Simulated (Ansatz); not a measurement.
## W under changes of volume

One of the cells (15.848 Å³/atom); the others are scaled copies at fixed shape and fractional positions:

```
CELL_PARAMETERS angstrom
-1.58234 1.58234 1.58234
1.58234 -1.58234 1.58234
1.58234 1.58234 -1.58234
ATOMIC_POSITIONS crystal
W 0.00000 0.00000 0.00000
```

- Program: Ansatz 0.2.0
- Functional: PBE0
- Potentials or basis: Ansatz PAW
- Cutoff: 420 eV (not typed: the program's choice for these potentials)
- k mesh: 8 × 8 × 8
- Occupations: fermi-dirac, width 0.05 eV
- Spin: no spin polarisation

```csv
volume (Å³/atom),energy over the lowest point (meV/atom),pressure (GPa)
14.897,64.60,23.3
15.214,27.28,14.6
15.531,?,?
15.848,0.00,-0.3
16.165,6.99,-6.7
16.482,25.94,-12.4
16.798,55.66,-17.6
```

What does the run at 15.531 Å³/atom give?

Energy over the lowest point 6.26 meV/atom; pressure 6.8 GPa.

Worked out: A Birch-Murnaghan fit of order 3 (a polynomial in V^(-2/3)) to the other rows has its minimum at 15.83 Å³/atom with B0 = V·E''(V) = 336 GPa and B' = 4.1. It gives 6.29 meV/atom at 15.531 Å³/atom, against the run's 6.26, and -dE/dV = 6.8 GPa, against 6.8.

Energies are extrapolated to zero smearing.

Caveats: the PAW data sets come from PBE, with cores solved anew for the run's functional, which leaves a small shift of forces and pressure; the thresholds are loose for stress.
